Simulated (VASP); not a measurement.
SH2, in a box:

```
CELL_PARAMETERS angstrom
12.32557 0.00000 0.00000
0.00000 12.82557 0.00000
0.00000 0.00000 13.32557
ATOMIC_POSITIONS crystal
S 0.52404 0.50828 0.45999
H 0.51025 0.42954 0.52601
H 0.46399 0.57356 0.51684
```

Program: VASP 6.6.1. Alike in all runs: task single point; no spin polarisation; cell as given; k mesh 1 × 1 × 1; cutoff (eV) 400; smearing gaussian 0.01 eV. Hardware: 4 MPI ranks on Intel(R) Xeon(R) Platinum 8375C CPU @ 2.90GHz (Ice Lake), with other jobs on the host.

Task: Order these runs on this cell by their wall time, lowest first.
A. level LDA; potentials or basis VASP PAW LDA potentials, release 64 (S, H)
B. level HSE06+D3(BJ); potentials or basis VASP PAW PBE potentials, release 64 (S, H); grid for exact exchange (PRECFOCK) Fast; screening parameter 0.2 1/A
C. level optB86b-vdW; potentials or basis VASP PAW PBE potentials, release 64 (S, H)

Result: A (31 s), B (90 s), C (670 s).

Runs at the PBE level aren't shown here.
